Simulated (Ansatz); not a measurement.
Bi$_{2}$Te$_{3}$ (R-3m), a sublattice moved along a line

The calculation used DFT PBE, scalar-relativistic, plane waves, PAW (Ansatz). Cutoff 420 eV, Γ-centred 12×12×12 k-points, Gaussian smearing of 0.05 eV. Spin–orbit coupling is left out, which matters for the heavy elements here. No spin polarisation. Energies are free energies at this smearing, counted from the undisturbed cell; pressure is positive in compression.

The starting cell (relaxed at this level):

```xyz
5
Lattice="2.2233 1.2836 10.7229 -2.2233 1.2836 10.7229 0.0000 -2.5672 10.7229" Properties=species:S:1:pos:R:3 pbc="T T T"
Bi    0.0000    0.0000   12.7776
Bi    0.0000    0.0000   19.3910
Te    0.0000    0.0000    0.0000
Te    0.0000    0.0000    6.9495
Te    0.0000    0.0000   25.2192
```

The cell holds layers and no dispersion correction was added, so their binding is poorly described.

Every Bi atom is moved by x along the Cartesian unit vector (-0.500, -0.866, 0.000); the cell and all other atoms stay fixed.

```
  x (Å)  ΔE (meV/cell) force along x on the moved atoms (eV/Å) gap on the mesh (eV)
-0.1000           17.0                                     0.35                  0.56
-0.0500            4.2                                     0.17                  0.55
 0.0000            0.0                                     0.00                  0.55
 0.0750            9.4                                    -0.26                  0.56
```

Cost: 4 runs of about 8.3 core-minutes in all, on Intel Xeon 6975P-C (Granite Rapids) (shared hosts).